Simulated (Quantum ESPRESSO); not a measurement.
Pt: equation of state with PBEsol

The system is Pt.

```
Pt
1.0
    -1.58422    1.58422    1.58422
     1.58422   -1.58422    1.58422
     1.58422    1.58422   -1.58422
Pt
1
Direct
  0.00000 0.00000 0.00000
```

This isn't the form of Pt at room conditions, which is fcc.

| Quantity | Value |
| --- | --- |
| Program | Quantum ESPRESSO 7.5 |
| Task | equation of state |
| Functional | PBEsol |
| Potentials or basis | GBRV 1.5 PBEsol |
| Cutoff | 612 eV |
| Density cutoff | 4898 eV |
| k mesh | 12 × 12 × 12 |
| Occupations | fermi-dirac, width 0.05 eV |
| Spin | no spin polarisation |

```
Equilibrium volume                      : 15.16 Å³/atom
Bulk modulus                            : 279 GPa
Pressure derivative of the bulk modulus : 5.4
```

Energy against volume, from the lowest point:
```csv
volume (Å³/atom),energy (meV/atom)
14.950,2.09
15.268,0.00
15.586,9.12
15.904,27.91
16.222,55.24
16.540,90.00
16.858,131.23
```

All runs of the series together: 32 s on 2 threads of Arm Neoverse V2, with other jobs on the host.

Spin-orbit coupling is left out, which matters for the levels of Pt.
